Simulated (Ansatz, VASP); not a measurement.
# GaN in two plane-wave programs

Wanted: the spread between two codes on one cell, functional and k mesh.

Calculated with Ansatz 0.2.0; plane waves, with VASP 6.6.1 beside it; band structure at B3LYP with an exact-exchange share of 0.2 and band structure at r2SCANh with an exact-exchange share of 0.1.

The database entry behind the starting cell differs from later determinations by our own check (about 0.3 % short, ideal inner coordinate), so it need not match the best structure at ambient conditions.

## 1. The structure

Symmetry: P6_3mc, No. 186, hexagonal system. Conventional cell: a = 3.180 Å, b = 3.180 Å, c = 5.166 Å, α = 90.00°, β = 90.00°, γ = 120.00°. Nearest to Ga lie 4 N at 1.94 to 1.95 Å. N has 4 Ga at 1.94 to 1.95 Å nearest. Farther neighbours and most contacts between anions are not listed.

As a file:

```xyz
4
Lattice="3.1800 0.0000 0.0000 -1.5900 2.7540 0.0000 0.0000 0.0000 5.1660" Properties=species:S:1:pos:R:3 pbc="T T T"
Ga    0.0000    1.8360    0.0000
Ga    1.5900    0.9180    2.5830
N     0.0000    1.8360    1.9373
N     1.5900    0.9180    4.5203
```

## 2. VASP: band structure, B3LYP with an exact-exchange share of 0.2

The same path points are solved in both programs, so levels can be compared one by one.

Lines of VASP's logs that name or quote its potential files are left out, and so is its time.

The run reads the wave functions of an earlier VASP run, which isn't shown here.

Input file INCAR:

```
SYSTEM = GaN
PREC = Accurate
ENCUT = 520
EDIFF = 1E-06
NELM = 100
ISMEAR = 0
SIGMA = 0.02
LREAL = .FALSE.
ALGO = Normal
LHFCALC = .TRUE.
AEXX = 0.2
GGA = B3
AGGAX = 0.72
AGGAC = 0.81
ALDAC = 0.19
LASPH = .TRUE.
NBANDS = 24
PRECFOCK = Fast
HFRCUT = -1
LORBIT = 11
LWAVE = .FALSE.
LCHARG = .FALSE.
KPAR = 8
```

Input file POSCAR:

```
GaN
1.0
    3.1800000000      0.0000000000      0.0000000000
   -1.5900000000      2.7539607840      0.0000000000
    0.0000000000      0.0000000000      5.1660000000
Ga N
2 2
Direct
    0.3333333333      0.6666666667      0.0000000000
    0.6666666667      0.3333333333      0.5000000000
    0.3333333333      0.6666666667      0.3750000000
    0.6666666667      0.3333333333      0.8750000000
```

Input file KPOINTS:

```
Automatic mesh
0
Gamma
5 5 3
0 0 0
```

Input file KPOINTS_OPT:

```
Line mode
6
Line-mode
Reciprocal
  0.00000000   0.00000000   0.00000000 GAMMA
  0.50000000   0.00000000   0.00000000 M

  0.50000000   0.00000000   0.00000000 M
  0.33333333   0.33333333   0.00000000 K

  0.33333333   0.33333333   0.00000000 K
  0.00000000   0.00000000   0.00000000 GAMMA

  0.00000000   0.00000000   0.00000000 GAMMA
  0.00000000   0.00000000   0.50000000 A

  0.00000000   0.00000000   0.50000000 A
  0.50000000   0.00000000   0.50000000 L

  0.50000000   0.00000000   0.50000000 L
  0.33333333   0.33333333   0.50000000 H

  0.33333333   0.33333333   0.50000000 H
  0.00000000   0.00000000   0.50000000 A

  0.50000000   0.00000000   0.50000000 L
  0.50000000   0.00000000   0.00000000 M

  0.33333333   0.33333333   0.00000000 K
  0.33333333   0.33333333   0.50000000 H
```

PAW data sets: Ga_d and N (PBE family, release 64).

On the command line:

```bash
mpirun -np 8 vasp_std
```

Numbers of over 12 decimals in the logs are rounded to 6 here.

Output:

```text
[banner, memory and clock lines left out]
running    8 mpi-ranks, on    1 nodes
 distrk:  each k-point on    1 cores,    8 groups
 distr:  one band on    1 cores,    1 groups

 POSCAR found type information on POSCAR GaN
 POSCAR found :  2 types and       4 ions
|                                                                             |
|           W    W    AA    RRRRR   N    N  II  N    N   GGGG   !!!           |
|           W    W   A  A   R    R  NN   N  II  NN   N  G    G  !!!           |
|           W    W  A    A  R    R  N N  N  II  N N  N  G       !!!           |
|           W WW W  AAAAAA  RRRRR   N  N N  II  N  N N  G  GGG   !            |
|           WW  WW  A    A  R   R   N   NN  II  N   NN  G    G                |
|           W    W  A    A  R    R  N    N  II  N    N   GGGG   !!!           |
|                                                                             |
|     For optimal performance we recommend to set                             |
|       NCORE = 2 up to number-of-cores-per-socket                            |
|     NCORE specifies how many cores store one orbital (NPAR=cpu/NCORE).      |
|     This setting can greatly improve the performance of VASP for DFT.       |
|     The default, NCORE=1 might be grossly inefficient on modern             |
|     multi-core architectures or massively parallel machines. Do your        |
|     Unfortunately you need to use the default for GW and RPA                |
|     calculations (for HF NCORE is supported but not extensively tested      |
|     yet).                                                                   |
|                                                                             |

|                                                                             |
|               ----> ADVICE to this user running VASP <----                  |
|                                                                             |
|     You enforced a specific xc type in the INCAR file but a different       |
|     [... a line on the potential file left out ...]
|     I HOPE YOU KNOW WHAT YOU ARE DOING!                                     |
|                                                                             |

 LDA part: xc-table for (Slater(with rela. corr.)+VWN3), standard interpolation
 found WAVECAR, reading the header
 POSCAR, INCAR and KPOINTS ok, starting setup
 FFT: planning ... GRIDC
 FFT: planning ... GRID_SOFT
 FFT: planning ... GRID
 HFRCUT set to (new)   9.321890
 reading WAVECAR
 the WAVECAR file was read successfully
 initial charge from wavefunction
 entering main loop
       N       E                     dE             d eps       ncg     rms          rms(c)
DAV:   1    -0.279553786845E+02   -0.27955E+02   -0.58756E-01   624   0.225E+01    0.104E+00
DAV:   2    -0.279325074557E+02    0.22871E-01   -0.12431E-01   592   0.454E+00    0.472E-01
DAV:   3    -0.279268177652E+02    0.56897E-02   -0.31267E-02   640   0.162E+00    0.171E-01
DAV:   4    -0.279276410898E+02   -0.82332E-03   -0.33398E-03   696   0.874E-01    0.135E-01
DAV:   5    -0.279275263311E+02    0.11476E-03   -0.51544E-04   816   0.416E-01    0.717E-02
DAV:   6    -0.279275358733E+02   -0.95422E-05   -0.20449E-04   704   0.123E-01    0.312E-02
DAV:   7    -0.279275379230E+02   -0.20497E-05   -0.14536E-05   544   0.404E-02    0.182E-02
DAV:   8    -0.279275374450E+02    0.47801E-06   -0.24468E-06   456   0.173E-02
   1 F= -.27927537E+02 E0= -.27927537E+02  d E =-.279049E-20
 Start KPOINTS_OPT (optional k-point list driver)
k-point batch [1-10\54]
       N       E                     dE             ncg
DAV:   1     0.999522435775E+03   -0.85090E+04      528
DAV:   2    -0.194502121643E+04   -0.29445E+04      496
DAV:   3    -0.231601681548E+04   -0.37100E+03      584
DAV:   4    -0.233207165322E+04   -0.16055E+02      672
DAV:   5    -0.233231462696E+04   -0.24297E+00      616
DAV:   6    -0.233232150191E+04   -0.68749E-02      736
DAV:   7    -0.233232161728E+04   -0.11538E-03      608
DAV:   8    -0.233232162087E+04   -0.35805E-05      560
DAV:   9    -0.233232162103E+04   -0.16245E-06      432
[...]
k-point batch [51-54\54]
       N       E                     dE             ncg
DAV:   1     0.899410985721E+04   -0.59092E+04      200
DAV:   2     0.781393117532E+04   -0.11802E+04      208
DAV:   3     0.767403195892E+04   -0.13990E+03      240
DAV:   4     0.766875705823E+04   -0.52749E+01      240
DAV:   5     0.766866402842E+04   -0.93030E-01      248
DAV:   6     0.766866076215E+04   -0.32663E-02      280
DAV:   7     0.766866072763E+04   -0.34519E-04      232
DAV:   8     0.766866072720E+04   -0.42894E-06      168
```

From OUTCAR (step 2):

```text
ion  position               nearest neighbor table
   1  0.333  0.667  0.000-   3 1.94   4 1.95   4 1.95   4 1.95
   2  0.667  0.333  0.500-   4 1.94   3 1.95   3 1.95   3 1.95
   3  0.333  0.667  0.375-   1 1.94   2 1.95   2 1.95   2 1.95
   4  0.667  0.333  0.875-   2 1.94   1 1.95   1 1.95   1 1.95

  LATTYP: Found a hexagonal cell.
 ALAT       =     3.1800000000
 C/A-ratio  =     1.6245283019

 Subroutine GETGRP returns: Found 12 space group operations
 (whereof  6 operations were pure point group operations)

The static configuration has the point symmetry C_3v.
 The point group associated with its full space group is C_6v.

 Found     10 irreducible k-points:

   k-points           NKPTS =     10   k-points in BZ     NKDIM =     75   number of bands    NBANDS=     24

   dimension x,y,z NGX =    24 NGY =   24 NGZ =   40
   dimension x,y,z NGXF=    48 NGYF=   48 NGZF=   80

   ENCUT  =  520.0 eV  38.22 Ry    6.18 a.u.   5.91  5.91  9.61*2*pi/ulx,y,z

   NELECT =      36.0000    total number of electrons

 k-points in reciprocal lattice and weights: Automatic mesh
   0.00000000  0.00000000  0.00000000       0.013
   0.20000000  0.00000000  0.00000000       0.080
   0.40000000  0.00000000  0.00000000       0.080
   0.20000000  0.20000000  0.00000000       0.080
   0.40000000  0.20000000  0.00000000       0.080
   0.00000000  0.00000000  0.33333333       0.027
   0.20000000  0.00000000  0.33333333       0.160
   0.40000000  0.00000000  0.33333333       0.160
   0.20000000  0.20000000  0.33333333       0.160
   0.40000000  0.20000000  0.33333333       0.160

  exchange ACFDT corr.  =         0.00000000  see jH, gK, PRB 81, 115126

 average (electrostatic) potential at core
       1 -57.3392       2 -57.3392       3 -57.3661       4 -57.3661

 E-fermi :   4.7868

 k-point     1 :       0.0000    0.0000    0.0000
  band No.  band energies     occupation
    ...
     14       3.5300      2.00000
     15       3.5300      2.00000
     16       4.6089      2.00000
     17       4.6615      2.00000
     18       4.6615      2.00000
     19       8.3293      0.00000
     20      10.7586      0.00000
     21      16.0629      0.00000
     22      16.4788      0.00000
     23      16.4788      0.00000
    ...

 k-point     2 :       0.2000    0.0000    0.0000
  band No.  band energies     occupation
    ...
     14       1.2472      2.00000
     15       2.4217      2.00000
     16       2.8101      2.00000
     17       4.1562      2.00000
     18       4.3073      2.00000
     19      10.2478      0.00000
     20      12.3356      0.00000
     21      14.4279      0.00000
     22      15.4285      0.00000
     23      17.0241      0.00000
    ...

 k-point     3 :       0.4000    0.0000    0.0000
  band No.  band energies     occupation
    ...
     14      -0.6365      2.00000
     15       0.0135      2.00000
     16       1.8688      2.00000
     17       2.7892      2.00000
     18       3.7063      2.00000
     19      11.5401      0.00000
     20      12.1528      0.00000
     21      12.8051      0.00000
     22      15.2749      0.00000
     23      17.0816      0.00000
    ...

  energy-cutoff  :      520.00
  volume of cell :       45.24
      direct lattice vectors                 reciprocal lattice vectors
     3.180000000  0.000000000  0.000000000     0.314465409  0.181556688  0.000000000
    -1.590000000  2.753960784  0.000000000     0.000000000  0.363113377  0.000000000
     0.000000000  0.000000000  5.166000000     0.000000000  0.000000000  0.193573364

 POSITION                                       TOTAL-FORCE (eV/Angst)
 -----------------------------------------------------------------------------------
     -0.00000      1.83597      0.00000        -0.000000     -0.000000     -0.147226
      1.59000      0.91799      2.58300         0.000000     -0.000000     -0.147226
     -0.00000      1.83597      1.93725         0.000000      0.000000      0.147226
      1.59000      0.91799      4.52025        -0.000000     -0.000000      0.147226
 -----------------------------------------------------------------------------------
    total drift:                               -0.000003     -0.000003      0.000051

  FREE ENERGIE OF THE ION-ELECTRON SYSTEM (eV)
  ---------------------------------------------------
  free  energy   TOTEN  =       -27.9275374450 eV

  energy  without entropy=      -27.9275374450  energy(sigma->0) =      -27.92753744

 total charge
# of ion       s       p       d       tot
------------------------------------------
    1        0.761   0.891  10.201  11.853
    2        0.761   0.891  10.201  11.853
    3        1.218   2.575   0.000   3.793
    4        1.218   2.575   0.000   3.793
--------------------------------------------------
tot          3.960   6.931  20.403  31.293

[... 3 further parts left out ...]
```

Spin-orbit coupling is off here; it would split degenerate levels.

(Continued in part 2 of 3.)

[Lines on the potential files, build, host, timing and source positions are cut from VASP's logs without a mark.]

[Logs are printed without paths, hosts, clocks, repeated set-up lines and the standing remarks that a program may print on its own settings, such as how far it seeks lower states.]

[Hosts, paths, dates, database ids (printed as entryN), source tags and the programs' standing remarks are cut or masked in the printed files.]
